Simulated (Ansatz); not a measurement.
# ZrN: the cost of one run

Computed with Ansatz 0.2.0 (DFT PBE, scalar-relativistic, plane waves, PAW, unless a step's input says otherwise).

The COD entry's cell or inner coordinates are ideal or old and differ from later refinements, so a difference from it is no clean test against experiment.

### Step 1. The starting structure

The structure is cubic, space group Fm-3m (No. 225). Conventional cell: a = 4.600 Å, b = 4.600 Å, c = 4.600 Å, α = 90.00°, β = 90.00°, γ = 90.00°. Zr (site symmetry m-3m) has 6 N at 2.30 Å as nearest neighbours. Around N (site symmetry m-3m) lie 6 Zr at 2.30 Å.

As a file:

```xyz
2
Lattice="0.0000 2.3000 2.3000 2.3000 0.0000 2.3000 2.3000 2.3000 0.0000" Properties=species:S:1:pos:R:3 pbc="T T T"
Zr    2.3000    2.3000    2.3000
N     0.0000    0.0000    0.0000
```

The structure rests on an entry of the Crystallography Open Database; cell or positions may have been set otherwise for this series.

### Step 2. Relaxing cell and atoms: ZrN, no spin

Contents of input.yaml:

```yaml
crystal:
  lattice:
    - [0.0, 2.3, 2.3]
    - [2.3, 0.0, 2.3]
    - [2.3, 2.3, 0.0]
  atoms:
    - { symbol: Zr, position: [0.5, 0.5, 0.5] }
    - { symbol: "N", position: [0.0, 0.0, 0.0] }
scf:
  occupations: { method: methfessel_paxton, width: 0.1 }
output:
  forces: true
  stress: true
  eigenvalues: true
  write_density: true
  write_potential: true
  elf: true
  volumetric_format: npy
kpoints:
  mp_grid: { grid: [18, 18, 18] }
hamiltonian:
  xc: pbe
relax:
  f_tol: 0.002
  adjacent_minimum: "off"
  cell: { stress_tol: 0.05, p_target: 0 }
```

Run with:

```
$ ansatz run input.yaml --threads 4 --pin off --max-ram 12288MiB --backend cpu --events-out ev --progress --plain --runs-dir out
```

Q: Estimate wall time and peak memory on 4 threads of Intel Xeon 6975P-C (Granite Rapids), shared host.

About 2.4 s, with a peak of 0.44 GiB.
